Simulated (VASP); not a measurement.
# Settings for Si: elastic tensor

Si, Fd-3m (no. 227), 2 atoms in the cell. PBEsol, elastic tensor by finite differences; PAW potentials Si (PBE set). VASP 6.6.1.

Wanted: elastic constants within 1.5 %.

Geometry: relaxed with this functional.

Elastic constants: the values given are C11, C12, C44.

POSCAR:
```
Si
1.0
    0.0000000000      2.7178020261      2.7178020261
    2.7178020261      0.0000000000      2.7178020261
    2.7178020261      2.7178020261      0.0000000000
Si
2
Direct
    0.5000000000      0.5000000000      0.5000000000
    0.7500000000      0.7500000000      0.7500000000
```

The series start from Plane-wave cutoff (eV): 370; k mesh: 8x8x8; SCF threshold (eV): 1e-7; Precision mode: Accurate; Displacements: NFREE 2, POTIM 0.015; Projectors in real space: False. Each series keeps the choices made before it, and each single choice may use up half of a tolerance.

## Plane-wave cutoff (eV)

| Plane-wave cutoff (eV) | Elastic constants, largest deviation against the largest value | SCF iterations | Time (s) |
|---|---|---|---|
| 240 | 0.33 % | 119 | 38 |
| 280 | 0.51 % | 118 | 56 |
| 320 | 0.44 % | 118 | 57 |
| 370 | 0.22 % | 118 | 61 |
| 440 | 0.013 % | 118 | 92 |
| 540 (reference) | 0 % | 118 | 118 |

Chosen: 240, the loosest value from which every tighter one stays within half of the tolerance.

## k mesh

| k mesh | Elastic constants, largest deviation against the largest value | Time (s) |
|---|---|---|
| 4x4x4 | 1.7 % | 12 |
| 5x5x5 | 0.88 % | 15 |
| 6x6x6 | 0.4 % | 21 |
| 8x8x8 | 0.12 % | 38 |
| 10x10x10 | 0.032 % | 61 |
| 12x12x12 (reference) | 0 % | 99 |

Chosen: 6x6x6.

## SCF threshold (eV)

| SCF threshold (eV) | Elastic constants, largest deviation against the largest value | Time (s) |
|---|---|---|
| 0.0001 | 0.45 % | 13 |
| 1e-5 | 0.5 % | 15 |
| 1e-6 | 0.15 % | 18 |
| 1e-7 | 0.032 % | 21 |
| 1e-8 (reference) | 0 % | 24 |

Chosen: 0.0001.

## Precision mode

| Precision mode | Elastic constants, largest deviation against the largest value | SCF iterations | Time (s) |
|---|---|---|---|
| Accurate | 0 % | 67 | 13 |
| Normal | 0.038 % | 67 | 8.5 |
| Single | 0.23 % | 67 | 11 |

Chosen: Normal, the fastest of those that stay within half of the tolerance.

## Displacements

| Displacements | Elastic constants, largest deviation against the largest value | Time (s) |
|---|---|---|
| NFREE 2, POTIM 0.015 | 0 % | 8.5 |
| NFREE 4 | 0.45 % | 16 |
| NFREE 1 | 2 % | 4.6 |
| POTIM 0.005 | crashed | 5.1 |
| POTIM 0.03 | 0.12 % | 9.2 |

Chosen: NFREE 2, POTIM 0.015; no other choice that stays within half of the tolerance saves 30 % of the time.

VASP's message at the runs that stop: IBZKPT: not all point group operations associated with the symmetry operators of the crystalline lattice are members of the point group of the reciprocal lattice.

## Projectors in real space

| Projectors in real space | Elastic constants, largest deviation against the largest value | SCF iterations | Time (s) |
|---|---|---|---|
| False | 0 % | 67 | 8.5 |
| Auto | 0.55 % | 67 | 12 |

Chosen: False.

## All choices together

| Input | Elastic constants, largest deviation against the largest value | Time (s) |
|---|---|---|
| program defaults, KSPACING-like mesh of 0.5 per A (naive) | 5.9 % | 5.2 |
| chosen settings | 0.88 % | 8.5 |
| reference settings throughout | 0 % | 362 |

The tolerance is met.

Values of the reference run: Elastic constants: 156.4, 62.4, 73.9 GPa.

## The input

INCAR:
```
ALGO = Normal ; EDIFF = 1E-4
ENCUT = 240 ; GGA = PS
IBRION = 6 ; ISIF = 3
ISMEAR = 0 ; KPAR = 2
LASPH = True ; LCHARG = False
LREAL = False ; LWAVE = False
NELM = 120 ; NFREE = 2
NSW = 1 ; POTIM = 0.015
PREC = Normal ; SIGMA = 0.02
```

KPOINTS:
```
Automatic mesh
0
Gamma
  6 6 6
  0 0 0
```

Commands:
```
cat potpaw_PBE.64/Si/POTCAR > POTCAR
mpirun -np 2 vasp_std > vasp.out
```

The chosen input took VASP 6.6.1 8.5 s on 2 cores (AMD EPYC 7R13 (Zen 3)), a shared host.

## An input that fails: IBRION = 8, for which VASP prints no elastic tensor

It runs to its end, but its output holds no elastic tensor.

Changes against the starting input:
```
- IBRION = 6
+ IBRION = 8
```
